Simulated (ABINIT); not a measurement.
Input of an ABINIT 10.8.3 (patched build) run:

run.abi

```
ndtset 7
getwfk -1
scalecart1 3*0.9795861087
scalecart2 3*0.9864848297
scalecart3 3*0.9932883884
scalecart4 3*1.0000000000
scalecart5 3*1.0066227096
scalecart6 3*1.0131594038
scalecart7 3*1.0196128224

pp_dirpath "./"
pseudos "As.GGA_PBE-JTH_sp.xml, B.GGA_PBE-JTH.xml"

acell 3*1.0 Angstrom
rprim
     0.0000000000     2.3885000000     2.3885000000
     2.3885000000     0.0000000000     2.3885000000
     2.3885000000     2.3885000000     0.0000000000
ntypat 2
znucl 33 5
natom 2
typat 1 2
xred
     0.7500000000     0.7500000000     0.7500000000
     0.0000000000     0.0000000000     0.0000000000

ecut 15.0
pawecutdg 30.0

kptopt 1
ngkpt 10 10 10
nshiftk 1
shiftk 0.0 0.0 0.0

ixc 15

nband 8
occopt 3
tsmear 0.05 eV

nstep 100
tolvrs 1.0e-9

iomode 3
prtwf 1
prtden 0
prteig 0
prtebands 0
enunit 2
```

Potentials or basis: JTH PAW PBE v2.0 sp.

Command:

```bash
$ abinit run.abi > log 2>&1
```

Question: Predict the pressure derivative of the bulk modulus.

Answer: 3.8.

Question: What does it give for the bulk modulus?

Answer: 127 GPa.

Energy against volume, from the lowest point:
| volume (Å³/atom) | energy (meV/atom) |
| --- | --- |
| 12.809 | 67.59 |
| 13.081 | 42.85 |
| 13.354 | 24.19 |
| 13.626 | 11.17 |
| 13.899 | 3.29 |
| 14.171 | 0.00 |
| 14.444 | 0.97 |

Caveat: pressures at fixed basis lie under the slope of the energies; the PAW data sets were made with another functional, which shifts forces and pressure a little; this set keeps more shells in the core, which shifts pressures and gaps. RPBE and its kin give volumes clearly too large for solids.

**What was measured.**

“Basic Physical Properties of Cubic Boron Arsenide”, 2019, arxiv:1911.11281 quotes, for a bulk crystal of BAs: bulk modulus 148 GPa.

Measured bulk modulus of BAs: 148 GPa (quoted in “Basic Physical Properties of Cubic Boron Arsenide”, 2019, arxiv:1911.11281). This calculation gives 127 GPa (-14.1 %). The fit is for a static lattice scaled at fixed shape and fixed fractional positions.
